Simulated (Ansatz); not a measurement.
# WSe2: the cost of one run

Program: Ansatz 0.2.0. Level of theory: DFT PBEsol, scalar-relativistic, plane waves, PAW. These are calculated values, not measurements.

5 further runs of the same task are left out: 4 that didn't finish, 1 set aside as unsound or not needed. Runs told in other sessions of the task aren't counted.

### 1 The structure to begin with

Symmetry: P-6m2, No. 187, hexagonal system. The conventional cell has a = 3.270 Å, b = 3.270 Å, c = 16.661 Å, α = 90.00°, β = 90.00°, γ = 120.00°. Around W (site symmetry -6m2) lie 6 Se at 2.52 Å. Around Se (site symmetry 3m) lie 3 W at 2.52 Å.

Structure file:

```cif
data_structure
_symmetry_space_group_name_H-M 'P-6m2'
_symmetry_Int_Tables_number 187
_cell_length_a 3.2703
_cell_length_b 3.2703
_cell_length_c 16.6612
_cell_angle_alpha 90.000
_cell_angle_beta 90.000
_cell_angle_gamma 120.000
_cell_volume 154.31
loop_
_atom_site_label
_atom_site_type_symbol
_atom_site_symmetry_multiplicity
_atom_site_Wyckoff_symbol
_atom_site_fract_x
_atom_site_fract_y
_atom_site_fract_z
_atom_site_occupancy
W1 W 1 a 0.00000 0.00000 0.00000 1
Se1 Se 2 h 0.33333 0.66667 0.10040 1
```

It goes back to an entry of the Materials Project, which need not be the stable form.

It is the result of an earlier relaxation at this level (volume 51.44 Å³/atom; gap on the mesh: 1.69 eV).

### 2 The reference cell

The reference gives a free energy of -21106.7253 eV, pressure 0.00 GPa, largest force 0.001 eV/Å and gap on the mesh 1.69 eV. It was computed beforehand with the settings of the runs below.

### 3 Setting up a two-dimensional strain map

The cell is strained by p along both x and y and by q along z, with fractional coordinates fixed.

### 4 Point p = -0.030, q = -0.030

File input.yaml:

```yaml
crystal:
  lattice:
    - [3.1721450981, 0.0, 0.0]
    - [-1.586072549, 2.7471582394, 0.0]
    - [0.0, 0.0, 16.1613805619]
  atoms:
    - { symbol: W, position: [0.0, 0.0, 0.0] }
    - { symbol: Se, position: [0.3333333333, 0.6666666667, 0.1003992715] }
    - { symbol: Se, position: [0.3333333333, 0.6666666667, 0.8996007285] }
basis:
  ecutwfc: 420
kpoints:
  mp_grid: { grid: [12, 12, 2] }
hamiltonian:
  xc: pbesol
scf:
  occupations: { method: gaussian, width: 0.05 }
output:
  forces: true
  stress: true
  eigenvalues: true
```

The run is started by

```
> ansatz run input.yaml --threads 2 --pin off --max-ram 5120MiB --backend cpu --events-out ev --progress --plain --runs-dir out
```

Q: Estimate wall time and peak memory on 2 threads of Arm Neoverse V2, shared host.

About 5.6 s, with a peak of 0.42 GiB.
